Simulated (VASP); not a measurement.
Write the native input for VASP 6.6.1 that does the following.

```
Task                   : single point
Functional             : PBE
Potentials or basis    : VASP PAW PBE potentials, release 64 (B, As)
Cutoff                 : 520 eV
k mesh                 : 2 × 2 × 2
Occupations            : gaussian, width 0.02 eV
Spin                   : no spin polarisation
Further INCAR settings : ALGO = Normal; EDIFF = 1e-07; NBANDS = 11
```

The structure of BAs lies in POSCAR:

```
BAs                                     
1.0
    0.0000000000      2.4526092601      2.4526092601
    2.4526092601      0.0000000000      2.4526092601
    2.4526092601      2.4526092601      0.0000000000
  B               As            
     1     1
Direct
     0.0000000000000000    0.0000000000000000    0.0000000000000000
     0.2500000000000000    0.2500000000000000    0.2500000000000000
```

The cell isn't the ideal one: a relaxed cell with its volume scaled by 0.97.

These files were run (other wordings do the same):

INCAR

```
SYSTEM = BAs
PREC = Accurate
ENCUT = 520
EDIFF = 1E-7
ISMEAR = 0
SIGMA = 0.02
LREAL = .False.
LASPH = .True.
NELM = 80
ALGO = Normal
ISIF = 2
LWAVE = .False.
LCHARG = .False.
GGA = PE
NBANDS = 11
```

KPOINTS

```
regular mesh
0
Gamma
  2 2 2
  0 0 0
```

Potentials or basis: VASP PAW PBE potentials, release 64 (B, As).

Run with:

```sh
$ cat potpaw_PBE.64/B/POTCAR potpaw_PBE.64/As/POTCAR > POTCAR
$ mpirun -np 1 vasp_std > vasp.out
```

Results of the run:

| Item | Value |
| --- | --- |
| Pressure | 3.6 GPa |
| Band gap on the k mesh | 1.40 eV, indirect (least direct gap 3.07 eV) |

Caveat: the k mesh is coarse (spacing up to 1.11 Å⁻¹), so the values aren't converged.

Run time: 3.9 s on 1 thread of Intel(R) Xeon(R) Platinum 8259CL CPU @ 2.50GHz (Skylake/Cascade Lake), with other jobs on the host, peak memory 0.15 GiB.
